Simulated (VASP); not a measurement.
Here is a VASP 6.6.1 calculation.

INCAR

```
ALGO     = Normal         # electronic algorithm
EDIFF    = 1E-6           # SCF threshold, eV
ENCUT    = 520            # plane-wave cutoff, eV
GGA      = PE             # functional
ISIF     = 2              # what is computed and relaxed
ISMEAR   = 0              # smearing method
LASPH    = T              # aspherical terms in the spheres
LCHARG   = F              # write CHGCAR
LREAL    = F              # projectors in reciprocal space
LWAVE    = F              # write WAVECAR
NBANDS   = 12             # bands
NELM     = 60             # most SCF steps
PREC     = Accurate       # precision mode
SIGMA    = 0.026000000000000002 # smearing width, eV
```

File KPOINTS:

```
k-points
0
Gamma
  11 11 11
```

File POSCAR:

```
Ag
1.0
    0.0000000000      2.0427500000      2.0427500000
    2.0427500000      0.0000000000      2.0427500000
    2.0427500000      2.0427500000      0.0000000000
Ag
1
Direct
    0.0000000000      0.0000000000      0.0000000000
```

Potentials or basis: VASP PAW PBE potentials, release 64 (Ag).

Command:

```sh
$ cat potpaw_PBE.64/Ag/POTCAR > POTCAR
$ mpirun -np 1 vasp_std > vasp.out
```

Task: Estimate the band gap on the k mesh.

Result: None (metal or under the smearing width).

Task: What does it give for the pressure?

Result: 4.1 GPa.
